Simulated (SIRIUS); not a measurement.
Runs of SIRIUS 7.12.0 on CdS (Hawleyite). The structure is cubic, space group F-43m (No. 216). The conventional cell has a = 5.833 Å, b = 5.833 Å, c = 5.833 Å, α = 90.00°, β = 90.00°, γ = 90.00°. Cd (site symmetry -43m) has 4 S at 2.53 Å as nearest neighbours. S (site symmetry -43m) has 4 Cd at 2.53 Å as nearest neighbours. 

| task | level | potentials or basis | cutoff (eV) | smearing | muffin tin radii | basis cutoff (gk_cutoff) | valence relativity | smallest sphere radius times basis cutoff | reference energy of the basis | gap on the mesh (eV) | V0 of scaled cells (Å³/atom) | B0 (GPa) |
| --- | --- | --- | --- | --- | --- | --- | --- | --- | --- | --- | --- | --- |
| equation of state | PBEsol | all-electron FP-LAPW, apw+lo standard | 174 | fermi-dirac 0.05 eV | Cd 2.42, S 2.18 bohr | 3.58 1/bohr | iora | 7.8 | - | - | 24.69 | 61 |
| single point | PBEsol | all-electron FP-LAPW, apw+lo standard | 174 | fermi-dirac 0.05 eV | Cd 2.42, S 2.18 bohr | 3.58 1/bohr | iora | 7.8 | 0.11 Ha | (a) | - | - |
| equation of state | LDA | all-electron FP-LAPW, apw+lo standard | 174 | fermi-dirac 0.05 eV | Cd 2.42, S 2.18 bohr | 3.58 1/bohr | iora | 7.8 | - | - | 23.83 | (b) |
| band structure | OLYP | all-electron FP-LAPW (ZORA valence), apw+lo standard | 168 | gaussian 0.1 eV | Cd 2.47, S 2.22 bohr | 3.51 1/bohr | zora | 7.79 | 0.1 Ha | 1.65 | - | - |
| band structure | PW91 | all-electron FP-LAPW, apw+lo standard | 168 | cold 0.05 eV | Cd 2.47, S 2.22 bohr | 3.51 1/bohr | iora | 7.79 | 0.1 Ha | 1.10 | - | - |

Alike in all rows: no spin polarisation; cell as given; k mesh 8 × 8 × 8.

Problem. Fill in the values left out.

Solution. (a) 1.00; (b) 67.

A k mesh can miss the band edges, and the runs leave out spin-orbit coupling on Cd.

Not every run made on this cell is shown here.
